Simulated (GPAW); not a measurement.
# CdS (Greenockite) (P6_3mc) in GPAW: settings compared

The runs below take CdS (Greenockite) through band structure, with PBE, LDA.

All numbers are computed with GPAW 26.7.0; they aren't measurements. Logs are shortened: lines on timing, memory, paths and dates and some standing lists are left out, and cuts for length are marked. The log counts tension as positive stress, the text compression.

**The experiment to reproduce.**

“Isotope dependence of band-gap energy”, 2008, arxiv:0807.2152 quotes, for a bulk crystal of CdS: band gap 2.5809 ± 0.0002 eV.

The runs below are set against these values where they give the same quantity.

## 1. The crystal as given

The structure is hexagonal, space group P6_3mc (No. 186). Conventional cell: a = 4.150 Å, b = 4.150 Å, c = 6.737 Å, α = 90.00°, β = 90.00°, γ = 120.00°. Around Cd (site symmetry 3m) lie 4 S at 2.53 to 2.54 Å. S (site symmetry 3m) has 4 Cd at 2.53 to 2.54 Å as nearest neighbours.

## 2. Band structure, PBE

File run.py:

```python
from ase.dft.bandgap import bandgap
from ase.io import read, write
from ase.units import GPa
from gpaw import GPAW, PW, setup_paths

setup_paths.insert(0, '.')

atoms = read('POSCAR')

calc = GPAW(mode=PW(1100),
            xc='PBE',
            kpts={'size': (7, 7, 4), 'gamma': True},
            occupations={'name': 'fermi-dirac', 'width': 0.05},
            setups='sg15',
            nbands=-13,
            convergence={'density': 1e-05, 'energy': 1e-05},
            maxiter=150,
            txt='gpaw.txt')
atoms.calc = calc
energy = atoms.get_potential_energy()
forces = atoms.get_forces()
stress = atoms.get_stress()
calc.write('gs.gpw')
write('result.traj', atoms)
print(f'Energy: {energy:.6f} eV')
print('Forces (eV/A):')
print(forces.round(4))
print('Stress (GPa):', (stress / GPa).round(3))
print('Fermi level:', round(calc.get_fermi_level(), 4), 'eV')
print(f'Gap: {bandgap(calc)[0]:.4f} eV, direct: {bandgap(calc, direct=True)[0]:.4f} eV')

path = atoms.cell.bandpath('GMKGALHA,LM,KH', npoints=60, eps=1e-4)
bs_calc = calc.fixed_density(kpts=path, symmetry='off', nbands=-29,
                             convergence={'bands': 'CBM+6.0', 'eigenstates': 1e-6}, txt='bands.txt')
bs = bs_calc.band_structure()
bs.write('bs.json')
print(f'Gap on the path: {bandgap(bs_calc)[0]:.4f} eV')
```

File POSCAR:

```
CdS
1.0
    4.1500000000      0.0000000000      0.0000000000
   -2.0750000000      3.5940054257      0.0000000000
    0.0000000000      0.0000000000      6.7370000000
Cd S
2 2
Direct
    0.6666666667      0.3333333333      0.5000000000
    0.3333333333      0.6666666667      0.0000000000
    0.6666666667      0.3333333333      0.8750000000
    0.3333333333      0.6666666667      0.3750000000
```

Potentials or basis: SG15 ONCV 1.2, pw.

The run is started by

```
> OMP_NUM_THREADS=1 python run.py
```

gpaw.txt:

```text
__  _  _
 | _ |_)|_||  |
 |__||  | ||/\| - 26.7.0

Input parameters:
  mode=PW(ecut=1100.0),
  convergence={'density': 1e-05, 'energy': 1e-05},
  kpts=MonkhorstPack(size=(7, 7, 4), gamma=True),
  maxiter=150,
  nbands=-13,
  occupations=Occupations(name='fermi-dirac', width=0.05),
  setups={'default': 'sg15'},
  xc=XC(name='PBE')

Diagonalizing LCAO Hamiltonian
Converting LCAO to pw mode

            S

            Cd
        S

        Cd

Atoms  # Å, Bohr magnetons
|   | symbol |         x |        y |        z |    initial magnetic moments |
|---|--------|-----------|----------|----------|-----------------------------|
| 0 |     Cd |  2.075000 | 1.198002 | 3.368500 | ( 0.0000,  0.0000,  0.0000) |
| 1 |     Cd | -0.000000 | 2.396004 | 0.000000 | ( 0.0000,  0.0000,  0.0000) |
| 2 |      S |  2.075000 | 1.198002 | 5.894875 | ( 0.0000,  0.0000,  0.0000) |
| 3 |      S | -0.000000 | 2.396004 | 2.526375 | ( 0.0000,  0.0000,  0.0000) |

Unit cell  # Å
| periodic |         x |        y |        z |  lengths |     angles |
|----------|-----------|----------|----------|----------|------------|
|      yes |  4.150000 | 0.000000 | 0.000000 | 4.150000 |  90.000000 |
|      yes | -2.075000 | 3.594005 | 0.000000 | 4.150000 |  90.000000 |
|      yes |  0.000000 | 0.000000 | 6.737000 | 6.737000 | 120.000000 |

Number of symmetries: 6
Symmetry operations  # r_c * U_cc + t_c -> r_c
|   | kind |            matrix            |
|---|------|------------------------------|
| 0 |  σ   |  1, 1, 0,  0,-1, 0,  0, 0, 1 |
| 1 |  E   |  1, 0, 0,  0, 1, 0,  0, 0, 1 |
| 2 |  C3  |  0, 1, 0, -1,-1, 0,  0, 0, 1 |
| 3 |  σ   |  0,-1, 0, -1, 0, 0,  0, 0, 1 |
| 4 |  σ   | -1, 0, 0,  1, 1, 0,  0, 0, 1 |
| 5 |  C3  | -1,-1, 0,  1, 0, 0,  0, 0, 1 |

BZ-sampling:
  Number of BZ points: 196
  Number of IBZ points: 28

  Monkhorst-Pack size: [7, 7, 4]
  Monkhorst-Pack shift: [0.0, 0.0, 0.125]

K-points  # in reciprocal-cell coordinates
|     |                                coordinates |     weight |
|-----|--------------------------------------------|------------|
|   0 | (  0.00000000,   0.00000000,   0.00000000) | 0.00510204 |
|   1 | (  0.00000000,   0.00000000,   0.25000000) | 0.01020408 |
|   2 | (  0.00000000,   0.00000000,   0.50000000) | 0.00510204 |
|   3 | (  0.14285714,   0.00000000,  -0.25000000) | 0.03061224 |
|   4 | (  0.14285714,   0.00000000,   0.00000000) | 0.03061224 |
|   5 | (  0.14285714,   0.00000000,   0.25000000) | 0.03061224 |
|   6 | (  0.14285714,   0.00000000,   0.50000000) | 0.03061224 |
|   7 | (  0.28571429,  -0.14285714,   0.00000000) | 0.03061224 |
|   8 | (  0.28571429,  -0.14285714,   0.25000000) | 0.06122449 |
|   9 | (  0.28571429,  -0.14285714,   0.50000000) | 0.03061224 |
| ... |                                            |            |
|  27 | (  0.42857143,   0.42857143,   0.50000000) | 0.03061224 |

Plane wave coefficients: 8364
Cutoff: 1100.0 eV

Spin-components: 1 (collinear spins)
Bands:           39
Projectors:      20
Spin-degeneracy: 2
Datatype:        complex128

Parallelization:
  kpt:    1
  domain: 1
  band:   1

Density:
  Valence electrons: 52.0
  Components: 1
  Grid points: [32 32 54]
  Charge: 0.0  # |e|

Potential:
  Grid points: [32 32 54]

species:
  Norm-conserving UPF setup:
    Element:   Cd
    Z:         48
    Valence: 20.0
  Projectors:
    l=0 rcut=3.07
    l=0 rcut=3.07
    l=1 rcut=3.07
    l=1 rcut=3.07
    l=2 rcut=3.07
    l=2 rcut=3.07
  No states stored on this setup
  Local potential cutoff: 3.22
  Comp charge cutoff:     3.22
  File: ./Cd_ONCV_PBE-1.2.upf

    LCAO basis set for Cd:
      Name: atompaw.sz
      This basis set was not loaded from a file
      Number of radial functions: 4
      Number of spherical harmonics: 10
        l=0, rc=8.9500 Bohr: 4s e=-3.898 f=2.000
        l=0, rc=8.9500 Bohr: 5s e=-0.220 f=2.000
        l=1, rc=8.9500 Bohr: 4p e=-2.461 f=6.000
        l=2, rc=8.9500 Bohr: 4d e=-0.430 f=10.000
      Number of RI-basis functions 0

  Norm-conserving UPF setup:
    Element:    S
    Z:         16
    Valence:  6.0
  Projectors:
    l=0 rcut=2.15
    l=0 rcut=2.15
    l=1 rcut=2.15
    l=1 rcut=2.15
  No states stored on this setup
  Local potential cutoff: 2.44
  Comp charge cutoff:     2.44
  File: ./S_ONCV_PBE-1.2.upf

    LCAO basis set for S:
      Name: atompaw.sz
      This basis set was not loaded from a file
      Number of radial functions: 2
      Number of spherical harmonics: 4
        l=0, rc=8.9500 Bohr: 3s e=-0.634 f=2.000
        l=1, rc=8.9500 Bohr: 3p e=-0.259 f=4.000
      Number of RI-basis functions 0

Reference energy: 0.000000  # eV

eigensolver:
  PPCG
  Converge bands: occupied
  niter=2

density mixing:
  MSR1-Mixer
  Pratt-step length: 0.05
  Maximum mixing coefficient: 0.75
  Old densities: 10
  SVD Regularization: 0.005
  Good broyden scale: 1.0
  Trust region scale: 1.0
  Backstep threshold: 4.0
  History deletion threshold: 6.0
  Fourier metric: weight=20.0, sigma=0.015

occupation numbers:
  Fermi-Dirac:
    width: 0.0500  # eV

poisson solver:
  ecut: 8800.0  # eV

xc functional:
  name: PBE with 2 nearest neighbor stencil

convergence criteria:
- Maximum integral of absolute [dens]ity change: 1e-05 electrons / valence electron
- Maximum [total energy] change in last 3 cyles: 1e-05 eV / valence electron
- Maximum integral of absolute [eigenst]ate change: 4e-08 eV^2 / valence electron
maximum number of iterations: 150

SCF iterations
|iter     | |      energy | eigst |  dens |
|---------|-|-------------|-------|-------|
|iter:   1| |-9019.200162 | +0.35 |       |
|iter:   2| |-9019.233283 | -1.32 | -1.20 |
|iter:   3| |-9018.388642 | -1.59 | -1.27 |
|iter:   4| |-9018.321838 | -2.57 | -1.63 |
|iter:   5| |-9018.320598 | -3.33 | -2.08 |
|iter:   6| |-9018.320767 | -4.49 | -2.74 |
|iter:   7| |-9018.320787c| -5.51 | -3.32 |
|iter:   8| |-9018.320781c| -6.43 | -3.79 |
|iter:   9| |-9018.320782c| -7.55c| -4.16 |
|iter:  10| |-9018.320782c| -7.68c| -4.77 |
|iter:  11| |-9018.320782c| -8.29c| -5.39c|

Converged in 11 steps
Energy contributions relative to reference atoms: (reference = 0.000000)

Energy contributions:
  Kinetic:        1959.075082
  Coulomb:       -9784.095163
  Zero:           -314.856027
  External:          0.000000
  Xc:             -878.444674
  Entropy:          -0.000000
  Spinorbit:         0.000000
  ----------------------------
  Free energy:   -9018.320782
  Extrapolated:  -9018.320782

dipole moment: (-0.000001, 0.000001, -64.301731)  # |e|*Ang

Fermi level: 3.210
Eigenvalues  # (at kpt = [0.000, 0.000, 0.000])
| band index |      eig [eV] | occ [0-2] |
|------------|---------------|-----------|
|          0 |       -98.770 |     2.000 |
|        ... |               |           |
|         18 |        -4.586 |     2.000 |
|         19 |        -4.254 |     2.000 |
|         20 |        -1.741 |     2.000 |
|         21 |         1.827 |     2.000 |
|         22 |         1.827 |     2.000 |
|         23 |         2.538 |     2.000 |
|         24 |         2.581 |     2.000 |
|         25 |         2.581 |     2.000 |
|         26 |         3.778 |     0.000 |
|         27 |         5.382 |     0.000 |
|         28 |         9.083 |     0.000 |
|         29 |         9.083 |     0.000 |
|         30 |         9.416 |     0.000 |
|         31 |        10.189 |     0.000 |
|         32 |        10.189 |     0.000 |
|         33 |        10.270 |     0.000 |
|        ... |               |           |
|         38 |        14.583 |     0.000 |

Gap: 1.197 eV
Transition (v -> c):
  (s=0, k=0, n=25, [0.00, 0.00, 0.00]) -> (s=0, k=0, n=26, [0.00, 0.00, 0.00])
No difference between direct/indirect transitions

Forces  # eV/Ang
|        x |       y |        z |
|----------|---------|----------|
| -0.00000 | 0.00000 | -0.06894 |  # Cd   0
|  0.00000 | 0.00000 | -0.06859 |  # Cd   1
| -0.00000 | 0.00000 |  0.06915 |  # S    2
|  0.00000 | 0.00000 |  0.06829 |  # S    3

Stress tensor  # eV/Ang^3
|         x |         y |         z |
|-----------|-----------|-----------|
| -0.012942 | -0.000000 | -0.000000 |
| -0.000000 | -0.012942 |  0.000000 |
| -0.000000 |  0.000000 | -0.016965 |

# Writing to gs.gpw (mode='')
```

Run time: 7.9 min. Hardware: 1 thread of Arm Neoverse V1, shared host; peak memory 1 GiB.

Results:

```
Free energy             : -9018.3208 eV
Pressure                : 2.3 GPa
Largest force           : 0.069 eV/Å
Band gap on the k mesh  : 1.20 eV, direct
Band gap along the path : 1.20 eV, direct
```

Forces on the atoms (eV/Å):
```
Cd   0.000  0.000 -0.069
Cd   0.000  0.000 -0.069
S    0.000  0.000  0.069
S    0.000  0.000  0.068
```

Levels at the corners of the path, in eV from the valence-band top:
```tsv
point	band 22	band 23	band 24	band 25	band 26	band 27	band 28	band 29	band 30	band 31
Γ	-0.75	-0.75	-0.04	0.00	0.00	1.20	2.80	6.50	6.50	6.84
M	-3.46	-2.61	-1.84	-1.28	-0.72	3.71	3.90	5.13	6.39	7.03
K	-3.63	-3.03	-1.82	-1.82	-1.59	4.68	5.08	5.08	7.15	7.44
Γ	-0.75	-0.75	-0.04	0.00	0.00	1.20	2.80	6.50	6.50	6.84
A	-2.45	-0.39	-0.39	-0.39	-0.39	2.85	2.85	6.20	6.20	6.85
L	-4.07	-1.31	-1.31	-1.31	-1.31	3.49	3.49	5.41	5.41	7.89
H	-3.96	-2.37	-2.37	-1.10	-1.10	4.40	4.40	6.11	6.11	6.48
A	-2.45	-0.39	-0.39	-0.39	-0.39	2.85	2.85	6.20	6.20	6.85
L	-4.07	-1.31	-1.31	-1.31	-1.31	3.49	3.49	5.41	5.41	7.89
M	-3.46	-2.61	-1.84	-1.28	-0.72	3.71	3.90	5.13	6.39	7.03
K	-3.63	-3.03	-1.82	-1.82	-1.59	4.68	5.08	5.08	7.15	7.44
H	-3.96	-2.37	-2.37	-1.10	-1.10	4.40	4.40	6.11	6.11	6.48
```

## 3. Band structure, LDA

Edit run.py of step 2 so:

```diff
@@ -3,5 +3,3 @@
 from ase.units import GPa
-from gpaw import GPAW, PW, setup_paths
-
-setup_paths.insert(0, '.')
+from gpaw import GPAW, PW
 
@@ -9,8 +7,7 @@
 
-calc = GPAW(mode=PW(1100),
-            xc='PBE',
-            kpts={'size': (7, 7, 4), 'gamma': True},
+calc = GPAW(mode=PW(600),
+            xc='LDA',
+            kpts={'size': (6, 6, 3), 'gamma': True},
             occupations={'name': 'fermi-dirac', 'width': 0.05},
-            setups='sg15',
-            nbands=-13,
+            nbands=31,
             convergence={'density': 1e-05, 'energy': 1e-05},
@@ -31,4 +28,4 @@
 
-path = atoms.cell.bandpath('GMKGALHA,LM,KH', npoints=60, eps=1e-4)
-bs_calc = calc.fixed_density(kpts=path, symmetry='off', nbands=-29,
+path = atoms.cell.bandpath('GMKGALHA,LM,KH', npoints=100, eps=1e-4)
+bs_calc = calc.fixed_density(kpts=path, symmetry='off', nbands=51,
                              convergence={'bands': 'CBM+6.0', 'eigenstates': 1e-6}, txt='bands.txt')
```

POSCAR is that of step 2.

Potentials or basis: the program's PAW data sets (release 1.2.1) made for this functional, pw.

The run is started by

```
> OMP_NUM_THREADS=1 python run.py
```

gpaw.txt:

```text
__  _  _
 | _ |_)|_||  |
 |__||  | ||/\| - 26.7.0

Input parameters:
  mode=PW(ecut=600.0),
  convergence={'density': 1e-05, 'energy': 1e-05},
  kpts=MonkhorstPack(size=(6, 6, 3), gamma=True),
  maxiter=150,
  nbands=31,
  occupations=Occupations(name='fermi-dirac', width=0.05),
  xc=XC(name='LDA')

Diagonalizing LCAO Hamiltonian
Converting LCAO to pw mode

            S

            Cd
        S

        Cd

Atoms  # Å, Bohr magnetons
|   | symbol |         x |        y |        z |    initial magnetic moments |
|---|--------|-----------|----------|----------|-----------------------------|
| 0 |     Cd |  2.075000 | 1.198002 | 3.368500 | ( 0.0000,  0.0000,  0.0000) |
| 1 |     Cd | -0.000000 | 2.396004 | 0.000000 | ( 0.0000,  0.0000,  0.0000) |
| 2 |      S |  2.075000 | 1.198002 | 5.894875 | ( 0.0000,  0.0000,  0.0000) |
| 3 |      S | -0.000000 | 2.396004 | 2.526375 | ( 0.0000,  0.0000,  0.0000) |

Unit cell  # Å
| periodic |         x |        y |        z |  lengths |     angles |
[... 166 lines left out ...]
  Coulomb:         -24.735962
  Zero:              0.235140
  External:          0.000000
  Xc:              -17.655556
  Entropy:          -0.000004
  Spinorbit:         0.000000
  ----------------------------
  Free energy:     -15.200437
  Extrapolated:    -15.200435

dipole moment: (-0.000004, -0.000019, -19.108385)  # |e|*Ang

Fermi level: 3.661
Eigenvalues  # (at kpt = [0.000, 0.000, 0.000])
| band index |      eig [eV] | occ [0-2] |
|------------|---------------|-----------|
|          0 |        -9.126 |     2.000 |
|        ... |               |           |
|         10 |        -3.960 |     2.000 |
|         11 |        -3.625 |     2.000 |
|         12 |        -1.275 |     2.000 |
|         13 |         2.408 |     2.000 |
|         14 |         2.408 |     2.000 |
|         15 |         3.143 |     2.000 |
[... 8 lines left out ...]
|         24 |        10.551 |     0.000 |
|         25 |        10.591 |     0.000 |
|        ... |               |           |
|         30 |        14.560 |     0.000 |

Gap: 0.893 eV
Transition (v -> c):
  (s=0, k=0, n=17, [0.00, 0.00, 0.00]) -> (s=0, k=0, n=18, [0.00, 0.00, 0.00])
No difference between direct/indirect transitions

Forces  # eV/Ang
|       x |       y |        z |
|---------|---------|----------|
| 0.00000 | 0.00000 | -0.05985 |  # Cd   0
| 0.00000 | 0.00000 | -0.06019 |  # Cd   1
| 0.00000 | 0.00000 |  0.05998 |  # S    2
| 0.00000 | 0.00000 |  0.05998 |  # S    3

Stress tensor  # eV/Ang^3
|         x |         y |         z |
|-----------|-----------|-----------|
|  0.021969 | -0.000000 | -0.000000 |
| -0.000000 |  0.021969 |  0.000000 |
| -0.000000 |  0.000000 |  0.018386 |

# Writing to gs.gpw (mode='')
```

stdout:

```text
Energy: -15.200435 eV
Forces (eV/A):
[[ 0.      0.     -0.0598]
 [ 0.      0.     -0.0602]
 [ 0.      0.      0.06  ]
 [ 0.      0.      0.06  ]]
Stress (GPa): [ 3.52   3.52   2.946  0.    -0.    -0.   ]
Fermi level: 3.6611 eV
Gap: 0.8927 eV, direct: 0.8927 eV
Gap on the path: 0.8927 eV
```

bands.txt:

```text
Diagonalizing LCAO Hamiltonian
Converting LCAO to pw mode
convergence criteria:
- Maximum integral of absolute [eigenst]ate change: 1e-06 eV^2 / valence electron
maximum number of iterations: 150

SCF iterations
|iter     | |      energy | eigst |  dens |
|---------|-|-------------|-------|-------|
|iter:   1| |             | +0.94 |       |
[... 106 lines left out ...]
         [0.33333333, 0.33333333, 0.        ],
         [0.33333333, 0.33333333, 0.07142857],
         [0.33333333, 0.33333333, 0.14285714],
         [0.33333333, 0.33333333, 0.21428571],
         [0.33333333, 0.33333333, 0.28571429],
         [0.33333333, 0.33333333, 0.35714286],
         [0.33333333, 0.33333333, 0.42857143],
         [0.33333333, 0.33333333, 0.5       ]])),
  maxiter=150,
  nbands=51,
  occupations=Occupations(name='fermi-dirac', width=0.05),
  symmetry=Symmetry(point_group=False, time_reversal=False),
  xc=XC(name='LDA')
```

Wall time 3.1 min (1 thread of Arm Neoverse V2, shared host); peak memory 0.58 GiB.

Results:

* Free energy: -15.2004 eV
* Pressure: -3.3 GPa
* Largest force: 0.060 eV/Å
* Band gap on the k mesh: 0.89 eV, direct
* Band gap along the path: 0.89 eV, direct

Forces in eV/Å, atoms in the order of the input:
```
Cd   0.000  0.000 -0.060
Cd   0.000  0.000 -0.060
S    0.000  0.000  0.060
S    0.000  0.000  0.060
```

Levels at the corners of the path, in eV from the valence-band top:
```csv
point,band 16,band 17,band 18,band 19,band 20,band 21
Γ,-0.05,0.00,0.00,0.89,2.52,6.23
M,-1.91,-1.34,-0.75,3.47,3.64,4.89
K,-1.89,-1.89,-1.65,4.41,4.88,4.88
Γ,-0.05,0.00,0.00,0.89,2.52,6.23
A,-0.41,-0.41,-0.41,2.58,2.58,5.93
L,-1.36,-1.36,-1.36,3.22,3.22,5.18
H,-2.46,-1.14,-1.14,4.16,4.16,5.85
A,-0.41,-0.41,-0.41,2.58,2.58,5.93
L,-1.36,-1.36,-1.36,3.22,3.22,5.18
M,-1.91,-1.34,-0.75,3.47,3.64,4.89
K,-1.89,-1.89,-1.65,4.41,4.88,4.88
H,-2.46,-1.14,-1.14,4.16,4.16,5.85
```

## 4. How close it comes

Step 2. Against the measured gap of CdS, 2.5809 eV (quoted in “Isotope dependence of band-gap energy”, 2008, arxiv:0807.2152), the calculated 1.20 eV is off by -1.38 eV. So large a miss can be the level of theory's own, or it may mean another phase, state or a wrong row. Spin-orbit coupling on Cd is left out. The value is that of PBE, without temperature or zero-point motion. Semilocal functionals fall short of measured gaps as a rule.

Step 3. Measured gap of CdS: 2.5809 eV (quoted in “Isotope dependence of band-gap energy”, 2008, arxiv:0807.2152). This calculation gives 0.89 eV (-1.69 eV). So large a miss can be the level of theory's own, or it may mean another phase, state or a wrong row. Spin-orbit coupling on Cd is left out. The value is that of LDA, without temperature or zero-point motion. Semilocal functionals fall short of measured gaps as a rule.
